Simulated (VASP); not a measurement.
# MgO (P6_3mc) in VASP: reference runs, part 2 of 2

VASP 6.6.1.

### 3 Single point, PBE (atoms moved at random, drawn with an rms of 0.05 Å)

Input file INCAR:

```
ALGO = Normal
EDIFF = 1E-7
ENCUT = 520
GGA = PE
ISIF = 2
ISMEAR = -1
LASPH = True
LCHARG = False
LREAL = False
LWAVE = False
NBANDS = 16
NELM = 80
PREC = Accurate
SIGMA = 0.05
```

Input file KPOINTS:

```
k-points
0
Gamma
  9 9 6
```

Input file POSCAR:

```
MgO
1.0
    3.3077869865      0.0000000000      0.0000000000
   -1.6538934933      2.8646275606      0.0000000000
    0.0000000000      0.0000000000      4.9828816700
Mg O
2 2
Direct
    0.6635620000      0.3496300000      0.4870640000
    0.3227370000      0.6737780000      0.0089120000
    0.6632130000      0.3311210000      0.9070510000
    0.3041830000      0.6610780000      0.4125900000
```

Potentials or basis: VASP PAW PBE potentials, release 64 (Mg, O).

Command:

```
$ cat potpaw_PBE.64/Mg/POTCAR potpaw_PBE.64/O/POTCAR > POTCAR
$ mpirun -np 1 vasp_std > vasp.out
```

OUTCAR:

```text
EDIFF = 1E-7
   ENCUT = 520
   GGA = PE
   ISIF = 2
   ISMEAR = -1
   LASPH = True
   LREAL = False
   NELM = 80
   PREC = Accurate

 ion  position               nearest neighbor table
   1  0.664  0.350  0.487-   4 1.87   4 1.96   4 2.01   3 2.09   2 3.04   2 3.05   2 3.07   2 3.21
                             2 3.22   2 3.24
   2  0.323  0.674  0.009-   3 1.95   3 1.96   4 2.01   3 2.02   1 3.04   1 3.05   1 3.07   1 3.21
                             1 3.22   1 3.24
   3  0.663  0.331  0.907-   2 1.95   2 1.96   2 2.02   1 2.09
   4  0.304  0.661  0.413-   1 1.87   1 1.96   1 2.01   2 2.01

  LATTYP: Found a hexagonal cell.
 ALAT       =     3.3077869865
 C/A-ratio  =     1.5064094787

  Lattice vectors:

 A1 = (   3.3077869865,   0.0000000000,   0.0000000000)
 A2 = (  -1.6538934933,   2.8646275606,   0.0000000000)
 A3 = (   0.0000000000,   0.0000000000,   4.9828816700)

Analysis of symmetry for initial positions (statically):
=====================================================================
 Subroutine PRICEL returns:
 Original cell was already a primitive cell.

 Routine SETGRP: Setting up the symmetry group for a
 hexagonal supercell.

 Subroutine GETGRP returns: Found  1 space group operations
 (whereof  1 operations were pure point group operations)
 out of a pool of 24 trial point group operations.

The static configuration has the point symmetry C_1 .

Analysis of symmetry for dynamics (positions and initial velocities):
=====================================================================
 Subroutine PRICEL returns:
 Original cell was already a primitive cell.

 Routine SETGRP: Setting up the symmetry group for a
 hexagonal supercell.

 Subroutine GETGRP returns: Found  1 space group operations
[... 150 lines left out ...]
   IALGO  =     38    algorithm
   IMIX   =      4    mixing-type and parameters
     AMIX     =   0.40;   BMIX     =  1.00
     AMIX_MAG =   1.60;   BMIX_MAG =  1.00
  volume/ion in A,a.u.               =      11.80        79.66
  Fermi-wavevector in a.u.,A,eV,Ry     =   1.141351  2.156842 17.724080  1.302683
  Thomas-Fermi vector in A             =   2.278052
   LORBIT       =      0    0 simple, 1 ext, 2 COOP (PROOUT), +10 PAW based schemes
   GGA     = PE    functional components
   LHFCALC =     F    Hartree Fock is set to
   AEXX    =    0.0000 exact exchange contribution
   IVDW    =     0    specifies the selected vdW correction
   LEPSILON=     F    determine dielectric tensor
   LRPA    =     F    only Hartree local field effects (RPA)
 non-spin polarized calculation
  energy-cutoff  :      520.00
  volume of cell :       47.22
 maximum number of plane-waves:      1303
 NGX is ok and might be reduce to    28
   NGX = 13   NGY = 13   NGZ = 19

 number of electron      16.0000003 magnetization

 Free energy of the ion-electron system (eV)
  ---------------------------------------------------
  ext. energy  EPLUGINS =         0.00000000
  ---------------------------------------------------
  free energy    TOTEN  =       -23.39964336 eV

  energy without entropy =      -23.39964336  energy(sigma->0) =      -23.39964336

 E-fermi :   2.2240     XC(G=0):  -9.7466

 val. band max:        1.2463938599   @ k =   0.0000   0.0000   0.0000
 cond. band min:       4.5909784457   @ k =   0.0000   0.0000   0.0000
 fundamental gap:      3.3445845858
 Fermi energy:         2.2239847058

 k-point     1 :       0.0000    0.0000    0.0000
  band No.  band energies     occupation
      1     -15.1631      2.00000
      2     -14.2597      2.00000
      3      -2.1318      2.00000
      4       0.1629      2.00000
      5       0.2978      2.00000
      6       0.7748      2.00000
[... 737 lines left out ...]
      3      -1.7188      2.00000
      4      -0.9569      2.00000
      5      -0.5482      2.00000
      6      -0.3971      2.00000
[... 8 lines left out ...]
     15      14.7137      0.00000
     16      17.2046      0.00000

 [... further k-points ...]

------------------------ aborting loop because EDIFF is reached ----------------------------------------

  FORCE on cell =-STRESS in cart. coord.  units (eV):
  Direction    XX          YY          ZZ          XY          YZ          ZX
  --------------------------------------------------------------------------------------
  -------------------------------------------------------------------------------------
  Total        2.0207797      1.1351687     -0.1740525      0.9471318     -0.2971065     -0.0848309
  in kB       68.5714403     38.5198617     -5.9061523     32.1391739    -10.0817638     -2.8785799
  external PRESSURE =      33.7283832 kB  Pullay stress =       0.0000000 kB

 VOLUME and BASIS-vectors are now :
 -----------------------------------------------------------------------------
  energy-cutoff  :      520.00
  volume of cell :       47.22
      direct lattice vectors                 reciprocal lattice vectors
     3.307786987  0.000000000  0.000000000     0.302316928  0.174542760  0.000000000
    -1.653893493  2.864627561  0.000000000     0.000000000  0.349085519  0.000000000
     0.000000000  0.000000000  4.982881670     0.000000000  0.000000000  0.200687086

 POSITION                                       TOTAL-FORCE (eV/Angst)
 -----------------------------------------------------------------------------------
      1.61667      1.00156      2.42698        -0.684478     -0.749730      1.112736
     -0.04681      1.93012      0.04441         0.294294     -0.249193     -0.498364
      1.64613      0.94854      4.51973        -0.409189      0.271626      0.006820
     -0.08718      1.89374      2.05589         0.799372      0.727297     -0.621192
 -----------------------------------------------------------------------------------
    total drift:                               -0.000134     -0.000003      0.000333

  FREE ENERGIE OF THE ION-ELECTRON SYSTEM (eV)
  ---------------------------------------------------
  free  energy   TOTEN  =       -23.3996433557 eV

  energy  without entropy=      -23.3996433557  energy(sigma->0) =      -23.39964336
```

stdout:

```text
POSCAR found type information on POSCAR MgO
 POSCAR found :  2 types and       4 ions
 scaLAPACK will be used
 LDA part: xc-table for (Slater+PW92), standard interpolation
 POSCAR, INCAR and KPOINTS ok, starting setup
 FFT: planning ... GRIDC
 FFT: planning ... GRID_SOFT
 FFT: planning ... GRID
 WAVECAR not read
 entering main loop
```

Wall time 2.2 min (1 thread of Intel Xeon Platinum 8488C (Sapphire Rapids), shared host); peak memory 0.3 GiB.

Results:

```
Free energy            : -23.3996 eV
Pressure               : 3.4 GPa
Largest force          : 1.506 eV/Å
Band gap on the k mesh : 3.34 eV, direct
```

Forces in eV/Å, atoms in the order of the input:
```
Mg  -0.684 -0.750  1.113
Mg   0.294 -0.249 -0.498
O   -0.409  0.272  0.007
O    0.799  0.727 -0.621
```

Caveat: an odd mesh through Γ misses points on the zone boundary, where band edges often lie.
